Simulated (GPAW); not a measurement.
Runs of GPAW 26.7.0 on WC. It takes space group Fm-3m (No. 225, cubic). The conventional cell has a = 4.385 Å, b = 4.385 Å, c = 4.385 Å, α = 90.00°, β = 90.00°, γ = 90.00°. W (site symmetry m-3m) has 6 C at 2.19 Å as nearest neighbours. Around C (site symmetry m-3m) lie 6 W at 2.19 Å. Measurements of this composition are mostly on another form, of space group No. 187.

```tsv
task	level	potentials or basis	cell	k mesh	cutoff (eV)	maxiter	convergence	optimizer	fmax	max steps	gap on the mesh (eV)	pressure (GPa)
single point	PBE	GPAW PAW data sets (gpaw-data 1.2.1), pw	as given	8 × 8 × 8	650	120	default	-	-	-	none	-1.2
single point	PBE	GPAW PAW data sets (gpaw-data 1.2.1), pw	atoms moved at random, drawn with an rms of 0.05 Å	10 × 10 × 10	800	150	-	-	-	-	none	0.1
single point	PBE	GPAW PAW data sets (gpaw-data 1.2.1), pw	as given	10 × 10 × 10	800	150	-	-	-	-	none	(a)
relaxation of cell and atoms	PBEsol	PAW data sets generated in the run's folder for this functional, pw	relaxed	10 × 10 × 10	800	150	density=1e-05 forces=0.0001	BFGS	0.02 eV/Å	60	none	0.2
relaxation of cell and atoms	PBEsol	PAW data sets generated in the run's folder for this functional, pw	relaxed to 10 GPa	10 × 10 × 10	800	150	density=1e-05 forces=0.0001	BFGS	0.02 eV/Å	60	none	10.0
relaxation of cell and atoms	PBEsol	PAW data sets generated in the run's folder for this functional, pw	relaxed to 20 GPa	10 × 10 × 10	800	150	density=1e-05 forces=0.0001	BFGS	0.02 eV/Å	60	none	20.0
relaxation of cell and atoms	PBEsol	PAW data sets generated in the run's folder for this functional, pw	relaxed to 2 GPa	10 × 10 × 10	800	150	density=1e-05 forces=0.0001	BFGS	0.02 eV/Å	60	none	2.3
```

Alike in all rows: no spin polarisation; smearing fermi-dirac 0.05 eV.

**Question.** Fill in the values left out.

**Answer.** (a) -1.8.

Caveats: later steps reuse the first step's grids (some runs); the cutoff is short for stress and forces, so pressures can be off by a GPa or more (some runs).

A k mesh can miss the band edges, and the runs leave out spin-orbit coupling on W.

A gap of «none» marks a metal or a gap under the smearing width.
